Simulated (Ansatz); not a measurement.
**Convergence study of Ni**

Wanted: the cost and the effect of other mixers, smearings and limits on one cell of Ni. System: Ni, its experimental structure (space group Fm-3m); the cell holds 1 atom. Source: COD entry 2102284.

Computed with Ansatz 0.2.0 (DFT r2SCAN, PAW, plane waves, scalar-relativistic, unless a step's input says otherwise).

## Step 1: Starting point

Symmetry: Fm-3m, No. 225, cubic system. Conventional cell: a = 3.551 Å, b = 3.551 Å, c = 3.551 Å, α = 90.00°, β = 90.00°, γ = 90.00°. Ni (site symmetry m-3m) is surrounded by 12 Ni at 2.51 Å.

As a file:

```
Ni
1.0
     0.00000    1.77535    1.77535
     1.77535    0.00000    1.77535
     1.77535    1.77535    0.00000
Ni
1
Direct
  0.00000 0.00000 0.00000
```

Labels such as Ni1 number the atoms in the order of the input file.

After the default run come: density-residual threshold 1e-4 eV; Broyden, β 0.4, magnetisation mixing 0.4; Fermi–Dirac width 0.001 eV, no switch to direct minimisation; Fermi–Dirac width 0.0005 eV, no switch to direct minimisation; cold smearing, width 0.15 eV; cold smearing, width 1.2 eV; Broyden, β 0.7, history 16, no preconditioner; Broyden, β 0.7, history 2, no preconditioner.

The search for lower states is off throughout, and inputs that name a mixer don't switch to direct minimisation unless they say so. Spin is collinear, with starting moments Ni1 2.00 μB. β is the mixing step of the charge; the magnetisation has a step of its own, which the program sets unless it is named.

## Step 2: Default SCF settings

Contents of input.yaml:

```yaml
crystal:
  lattice:
    - [0.0, 1.77535, 1.77535]
    - [1.77535, 0.0, 1.77535]
    - [1.77535, 1.77535, 0.0]
  atoms:
    - { symbol: Ni, position: [0.0, 0.0, 0.0], spin: 2.0 }
magnetization:
  spin_polarized: true
hamiltonian:
  xc: r2scan
  pseudopotentials: { kind: paw }
basis:
  ecutwfc: 500
kpoints:
  mp_grid: { grid: [12, 12, 12] }
scf:
  occupations: { method: gaussian, width: 0.1 }
  lower_state_search: "off"
output:
  forces: true
  stress: true
  write_density: true
  write_potential: true
  elf: true
  volumetric_format: npy
```

On the command line:

```console
$ ansatz run input.yaml --threads 2 --pin off --max-ram 5120MiB --backend cpu --events-out ev --progress --plain --runs-dir out
```

After this run come: Density-residual threshold 1e-4 eV; Broyden, β 0.4, magnetisation mixing 0.4; Fermi–Dirac width 0.001 eV, no switch to direct minimisation; Fermi–Dirac width 0.0005 eV, no switch to direct minimisation; Cold smearing, width 0.15 eV; Cold smearing, width 1.2 eV; Broyden, β 0.7, history 16, no preconditioner; Broyden, β 0.7, history 2, no preconditioner.

Q: What does this run give, and which of the planned changes alter effort or result? Wanted: largest shift of the free energy by occupations, cutoff, mesh or field.

The runs gave:

```
                                                              quantity                                                                                                 value
                                                           default run  14 iterations, ferromagnetic, site moments Ni1 0.82 μB, total 0.75 μB per cell, no gap on the k-mesh
                  fewest iterations to that state among the runs shown                                                         12 (Broyden, β 0.4, magnetisation mixing 0.4)
                                                 most iterations to it                                                     21 (Broyden, β 0.7, history 2, no preconditioner)
           runs that end in another state, among changes of path alone                                                                                                     0
largest shift of the free energy by occupations, cutoff, mesh or field                                                           +148 meV/atom (cold smearing, width 1.2 eV)
```

What this shows: 4 runs solve the same problem and reach the default's state, in 12 to 21 iterations: there the settings change the path, not the answer. Occupations, cutoff, mesh and fields change the problem that is solved, not just the path; the largest shift here is that of “cold smearing, width 1.2 eV”. Other settings tried on this cell gave no result: Broyden, β 2.0, history 8 (input refused); fixed occupations (input refused). Counts include iterations that the program adds to test a close, so a difference of one or two ranks nothing. The starting density is a sum of atomic densities.
